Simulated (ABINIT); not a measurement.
# Al in ABINIT: the effect of functional

Al:

```
CELL_PARAMETERS angstrom
0.00000 2.02481 2.02481
2.02481 0.00000 2.02481
2.02481 2.02481 0.00000
ATOMIC_POSITIONS crystal
Al 0.00000 0.00000 0.00000
```

Alike in all runs:

- Program: ABINIT 10.8.3 (patched build)
- Task: equation of state
- Potentials or basis: JTH PAW PBE v2.0
- Cutoff: 490 eV
- k mesh: 11 × 11 × 11
- Occupations: fermi-dirac, width 0.05 eV
- Spin: no spin polarisation

```tsv
functional	V0 of scaled cells (Å³/atom)	B0 (GPa)
PBE	16.50	79
LDA	16.02	84
PBEsol	16.26	83
RPBE	16.73	78
BLYP	17.46	58
AM05	16.13	87
r2SCAN	16.05	89
SCAN	16.27	77
revPBE	16.67	78
PW91	16.60	76
WC	?	?
```

**Question.** What does the run with functional WC give?

**Answer.** V0 of scaled cells 16.31 Å³/atom; B0 81 GPa.

Caveats: pressures at fixed basis lie under the slope of the energies; the PAW data sets were made with another functional, which shifts forces and pressure a little (some runs).
